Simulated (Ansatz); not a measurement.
Input of an Ansatz 0.2.0 run:

input.yaml

```yaml
crystal:
  lattice:
    - [0.0, 1.9465, 1.9465]
    - [1.9465, 0.0, 1.9465]
    - [1.9465, 1.9465, 0.0]
  atoms:
    - { symbol: Pd, position: [0.0, 0.0, 0.0] }
kpoints:
  mp_grid: { grid: [12, 12, 12] }
scf:
  occupations: { method: fermi_dirac, width: 0.05 }
hamiltonian:
  xc: pbesol
  pseudopotentials: { kind: all_electron, lapw: { basis_error: 0.001 } }
output:
  forces: true
  stress: true
relax:
  f_tol: 0.005
  max_steps: 60
  cell: {}
```

Potentials or basis: all-electron LAPW, scalar-relativistic.

Run with:

```sh
$ ansatz run input.yaml --threads 1 --pin off --max-ram 3072MiB --backend cpu --events-out ev --progress --plain --runs-dir out
```

Q: What does it give for the relaxed volume?

A: 14.53 Å³/atom.

Q: Predict the relaxed cell.

A: a = 2.739 Å, b = 2.739 Å, c = 2.739 Å, α = 60.00°, β = 60.00°, γ = 60.00°.

Step by step:
```
step  energy change (eV)  largest force (eV/Å)  volume (Å³)
   1              0.0000                0.0000        14.75
   2             -0.0008                0.0000        14.36
   3             -0.0021                0.0000        14.54
   4             -0.0021                0.0000        14.53
   5             -0.0021                0.0000        14.53
```
